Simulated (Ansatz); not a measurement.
## Si under changes of volume

One of the cells (14.950 Å³/atom); the others are scaled copies at fixed shape and fractional positions:

```
CELL_PARAMETERS angstrom
-2.37137 2.37137 1.32927
2.37137 -2.37137 1.32927
2.37137 2.37137 -1.32927
ATOMIC_POSITIONS crystal
Si 0.50000 0.50000 0.00000
Si 0.25000 0.75000 0.50000
```

This isn't the form of Si at room conditions, which is diamond.

```yaml
Program: Ansatz 0.2.0
Functional: r2SCAN
Potentials_or_basis: Ansatz PAW
Cutoff: "500 eV (not typed: the program's choice for these potentials)"
k_mesh: 11 × 11 × 11
Occupations: fermi-dirac, width 0.05 eV
Spin: no spin polarisation
```

```csv
volume (Å³/atom),energy over the lowest point (meV/atom),pressure (GPa)
14.053,38.95,11.1
14.352,21.30,7.9
14.651,9.29,5.0
14.950,2.35,2.4
15.249,0.00,0.1
15.548,1.75,-2.0
15.847,?,?
```

Problem. What does the run at 15.847 Å³/atom give?

Solution. Energy over the lowest point 7.18 meV/atom; pressure -3.8 GPa.

Worked out: A Birch-Murnaghan fit of order 3 (a polynomial in V^(-2/3)) to the other rows has its minimum at 15.27 Å³/atom with B0 = V·E''(V) = 112 GPa and B' = 4.3 at fixed shape and positions, which overstates the stiffness. It gives 7.22 meV/atom at 15.847 Å³/atom, against the run's 7.18, and -dE/dV = -3.9 GPa, against -3.8.

Energies are extrapolated to zero smearing.

Caveats: the PAW data sets come from PBE, with cores solved anew for the run's functional, which leaves a small shift of forces and pressure.
